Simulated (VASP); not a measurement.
# Ru (Fd-3m) in VASP: further runs

The runs below take Ru through single point, with PBEsol.

Program: VASP 6.6.1. These are calculated values, not measurements. Logs are shortened: lines on timing, memory, paths and dates and some standing lists are left out, and cuts for length are marked.

## (1) The crystal as given

It takes space group Fd-3m (No. 227, cubic). Conventional cell: a = 5.392 Å, b = 5.392 Å, c = 5.392 Å, α = 90.00°, β = 90.00°, γ = 90.00°. Around Ru (site symmetry -43m) lie 4 Ru at 2.33 Å.

This isn't the form of Ru at room conditions, which is hcp.

## (2) Single point, PBEsol

INCAR reads:

```
SYSTEM = Ru
ALGO = Fast ; EDIFF = 1E-7
ENCUT = 520 ; GGA = PS
ISIF = 2 ; ISMEAR = -1
LASPH = .True. ; LCHARG = .False.
LREAL = .False. ; LWAVE = .False.
NBANDS = 21 ; NELM = 100
PREC = Accurate ; SIGMA = 0.1
```

KPOINTS reads:

```
k-points
0
Gamma
  17 17 17
  0 0 0
```

POSCAR reads:

```
Ru
1.0
    0.0000000000      2.6957717556      2.6957717556
    2.6957717556      0.0000000000      2.6957717556
    2.6957717556      2.6957717556      0.0000000000
Ru
2
Direct
    0.1250000000      0.1250000000      0.1250000000
    0.8750000000      0.8750000000      0.8750000000
```

Potentials or basis: VASP PAW PBE potentials, release 64 (Ru_pv).

The run is started by

```sh
> cat potpaw_PBE.64/Ru_pv/POTCAR > POTCAR
> mpirun -np 1 vasp_std > vasp.out
```

OUTCAR:

```text
SYSTEM = Ru
   EDIFF = 1E-7
   ENCUT = 520
   GGA = PS
   ISIF = 2
   ISMEAR = -1
   LASPH = .True.
   LREAL = .False.
   NELM = 100
   PREC = Accurate

 ion  position               nearest neighbor table
   1  0.125  0.125  0.125-   2 2.33   2 2.33   2 2.33   2 2.33
   2  0.875  0.875  0.875-   1 2.33   1 2.33   1 2.33   1 2.33

  LATTYP: Found a face centered cubic cell.
 ALAT       =     5.3915435112

  Lattice vectors:

 A1 = (   0.0000000000,   2.6957717556,   2.6957717556)
 A2 = (   2.6957717556,   0.0000000000,   2.6957717556)
 A3 = (   2.6957717556,   2.6957717556,   0.0000000000)

Analysis of symmetry for initial positions (statically):
=====================================================================
 Subroutine PRICEL returns:
 Original cell was already a primitive cell.

 Routine SETGRP: Setting up the symmetry group for a
 face centered cubic supercell.

 Subroutine GETGRP returns: Found 48 space group operations
 (whereof 12 operations were pure point group operations)
 out of a pool of 48 trial point group operations.

The static configuration has the point symmetry D_3d.
 The point group associated with its full space group is O_h .

Analysis of symmetry for dynamics (positions and initial velocities):
=====================================================================
 Subroutine PRICEL returns:
 Original cell was already a primitive cell.

 Routine SETGRP: Setting up the symmetry group for a
 face centered cubic supercell.

 Subroutine GETGRP returns: Found 48 space group operations
 (whereof 12 operations were pure point group operations)
 out of a pool of 48 trial point group operations.

The dynamic configuration has the point symmetry D_3d.
 The point group associated with its full space group is O_h .

 Subroutine INISYM returns: Found 48 space group operations
 (whereof 12 operations are pure point group operations),
 and found     1 'primitive' translations

----------------------------------------------------------------------------------------

                                     Primitive cell

  volume of cell :      39.1813

  direct lattice vectors                    reciprocal lattice vectors
     0.000000000  2.695771756  2.695771756    -0.185475643  0.185475643  0.185475643
     2.695771756  0.000000000  2.695771756     0.185475643 -0.185475643  0.185475643
     2.695771756  2.695771756  0.000000000     0.185475643  0.185475643 -0.185475643

  length of vectors
     3.812396978  3.812396978  3.812396978     0.321253237  0.321253237  0.321253237

[... 79 lines left out ...]
   NELM   =    100;   NELMIN=  2; NELMDL= -5     # of ELM steps
   EDIFF  = 0.1E-06   stopping-criterion for ELM
   LREAL  =      F    real-space projection
   EDIFFG = 0.1E-05   stopping-criterion for IOM
   NSW    =      0    number of steps for IOM
   IBRION =     -1    ionic relax: 0-MD 1-quasi-New 2-CG
   NFREE  =      0    steps in history (QN), initial steepest desc. (CG)
   ISIF   =      2    stress and relaxation
   ISYM   =      2    0-nonsym 1-usesym 2-fastsym
   POTIM  = 0.5000    time-step for ionic-motion
   TEBEG  =    0.0;   TEEND  =   0.0 temperature during run
   PSTRESS=    0.0 pullay stress
   NELECT =      28.0000    total number of electrons
   NUPDOWN=      -1.0000    fix difference up-down
   EMIN   =  10.00;   EMAX   =-10.00  energy-range for DOS
   EFERMI =   0.00;   METHOD = LEGACY
   ISMEAR =    -1;   SIGMA  =   0.10  broadening in eV -4-tet -1-fermi 0-gaus
   EFERMI_NEDOS =   21; number of points for ismear=-14 and -15
   IALGO  =     68    algorithm
   IMIX   =      4    mixing-type and parameters
     AMIX     =   0.40;   BMIX     =  1.00
     AMIX_MAG =   1.60;   BMIX_MAG =  1.00
  volume/ion in A,a.u.               =      19.59       132.20
  Fermi-wavevector in a.u.,A,eV,Ry     =   1.463640  2.765879 29.146989  2.142243
  Thomas-Fermi vector in A             =   2.579711
   LORBIT       =      0    0 simple, 1 ext, 2 COOP (PROOUT), +10 PAW based schemes
   GGA     = PS    functional components
   LHFCALC =     F    Hartree Fock is set to
   AEXX    =    0.0000 exact exchange contribution
   IVDW    =     0    specifies the selected vdW correction
   LEPSILON=     F    determine dielectric tensor
   LRPA    =     F    only Hartree local field effects (RPA)
 non-spin polarized calculation
 RMM-DIIS sequential band-by-band and
  energy-cutoff  :      520.00
  volume of cell :       39.18
 maximum number of plane-waves:      1067
   NGX = 15   NGY = 15   NGZ = 15

 number of electron      27.9999987 magnetization

 Free energy of the ion-electron system (eV)
  ---------------------------------------------------
  ext. energy  EPLUGINS =         0.00000000
  ---------------------------------------------------
  free energy    TOTEN  =       -17.61861340 eV

  energy without entropy =      -17.55908629  energy(sigma->0) =      -17.58884985

 E-fermi :   7.3061     XC(G=0): -11.7136

 val. band max:        7.2855066053   @ k =  -0.2941   0.0588   0.0000
 cond. band min:       7.3081672418   @ k =   0.4706   0.2353   0.0588
 fundamental gap:      0.0226606365
 Fermi energy:         7.3060945104

 k-point     1 :       0.0000    0.0000    0.0000
  band No.  band energies     occupation
      1     -35.8810      2.00000
      2     -35.8810      2.00000
      3     -35.8810      2.00000
      4     -34.9160      2.00000
      5     -34.9160      2.00000
      6     -34.9160      2.00000
[... 565 lines left out ...]
     20      19.7850      0.00000
     21      20.6324      0.00000

 [... further k-points ...]

------------------------ aborting loop because EDIFF is reached ----------------------------------------

  FORCE on cell =-STRESS in cart. coord.  units (eV):
  Direction    XX          YY          ZZ          XY          YZ          ZX
  --------------------------------------------------------------------------------------
  -------------------------------------------------------------------------------------
  Total        0.0792180      0.0792180      0.0792180     -0.0000000      0.0000000      0.0000000
  in kB        3.2393301      3.2393301      3.2393301     -0.0000000      0.0000000      0.0000000
  external PRESSURE =       3.2393301 kB  Pullay stress =       0.0000000 kB

 VOLUME and BASIS-vectors are now :
 -----------------------------------------------------------------------------
  energy-cutoff  :      520.00
  volume of cell :       39.18
      direct lattice vectors                 reciprocal lattice vectors
     0.000000000  2.695771756  2.695771756    -0.185475643  0.185475643  0.185475643
     2.695771756  0.000000000  2.695771756     0.185475643 -0.185475643  0.185475643
     2.695771756  2.695771756  0.000000000     0.185475643  0.185475643 -0.185475643

 POSITION                                       TOTAL-FORCE (eV/Angst)
 -----------------------------------------------------------------------------------
      0.67394      0.67394      0.67394         0.000000     -0.000000      0.000000
      4.71760      4.71760      4.71760        -0.000000      0.000000     -0.000000
 -----------------------------------------------------------------------------------
    total drift:                                0.000000     -0.000000     -0.000000

  FREE ENERGIE OF THE ION-ELECTRON SYSTEM (eV)
  ---------------------------------------------------
  free  energy   TOTEN  =       -17.6186133998 eV

  energy  without entropy=      -17.5590862948  energy(sigma->0) =      -17.58884985
```

stdout:

```text
POSCAR found type information on POSCAR Ru
 POSCAR found :  1 types and       2 ions
 scaLAPACK will be used
 -----------------------------------------------------------------------------
|                                                                             |
|                                                                             |
|     You enforced a specific xc type in the INCAR file but a different       |
|     I HOPE YOU KNOW WHAT YOU ARE DOING!                                     |
|                                                                             |
 -----------------------------------------------------------------------------

 LDA part: xc-table for (Slater+PW92), standard interpolation
 POSCAR, INCAR and KPOINTS ok, starting setup
 FFT: planning ... GRIDC
 FFT: planning ... GRID_SOFT
 FFT: planning ... GRID
 WAVECAR not read
 entering main loop
WARNING in EDDRMM: call to ZHEGV failed, returncode =   8  4     20
WARNING in EDDRMM: call to ZHEGV failed, returncode =   8  4     20
WARNING in EDDRMM: call to ZHEGV failed, returncode =   6  3     21
WARNING in EDDRMM: call to ZHEGV failed, returncode =   6  3     21
```

Wall time 80 s (1 thread of Intel Xeon 6975P-C (Granite Rapids), shared host); peak memory 0.23 GiB.

Results:

| Item | Value |
| --- | --- |
| Free energy | -17.6186 eV |
| Pressure | 0.3 GPa |
| Band gap on the k mesh | none (metal or under the smearing width) |

Caveat: the PAW data sets were made with another functional, which shifts forces and pressure a little.

## (3) Single point, PBEsol

This run uses another cell than the first one, of 21.94 Å³/atom, 1.120 times its volume.

INCAR reads:

```
SYSTEM = Ru
PREC     = Accurate       ! precision mode
ENCUT    = 520            ! plane-wave cutoff, eV
EDIFF    = 1E-6           ! SCF threshold, eV
ISMEAR   = -1             ! smearing method
SIGMA    = 0.1            ! smearing width, eV
LREAL    = .False.        ! projectors in reciprocal space
LASPH    = .True.         ! aspherical terms in the spheres
NELM     = 100            ! most SCF steps
ALGO     = Normal         ! electronic algorithm
ISIF     = 2              ! what is computed and relaxed
LWAVE    = .False.        ! write WAVECAR
LCHARG   = .False.        ! write CHGCAR
GGA      = PS             ! functional
NBANDS   = 21             ! bands
```

KPOINTS reads:

```
regular mesh
0
Gamma
  11 11 11
  0 0 0
```

POSCAR reads:

```
Ru
1.0
    0.0000000000      2.7995557882      2.7995557882
    2.7995557882      0.0000000000      2.7995557882
    2.7995557882      2.7995557882      0.0000000000
Ru
2
Direct
    0.1250000000      0.1250000000      0.1250000000
    0.8750000000      0.8750000000      0.8750000000
```

Potentials or basis: VASP PAW PBE potentials, release 64 (Ru_pv).

The run is started by

```sh
> cat potpaw_PBE.64/Ru_pv/POTCAR > POTCAR
> mpirun -np 1 vasp_std > vasp.out
```

Run time: 18 s. Hardware: 1 thread of Intel Xeon 6975P-C (Granite Rapids), shared host; peak memory 0.18 GiB.

It converged, with:

| Property | Result |
| --- | --- |
| Free energy | -17.3696 eV |
| Pressure | -15.7 GPa |
| Band gap on the k mesh | none (metal or under the smearing width) |

Levels at points of the mesh, in eV from the Fermi level:
| k point | band 10 | band 11 | band 12 | band 13 | band 14 | band 15 | band 16 | band 17 | band 18 | band 19 |
| --- | --- | --- | --- | --- | --- | --- | --- | --- | --- | --- |
| (0.00, 0.00, 0.00) | -2.94 | -2.94 | -2.94 | -0.44 | -0.44 | -0.44 | 1.62 | 1.62 | 10.84 | 10.84 |

Caveat: so large a pressure means that the cell lies far from this level's equilibrium, or that cutoff or potentials fall short; the potentials were made for another functional, which shifts forces and pressure.
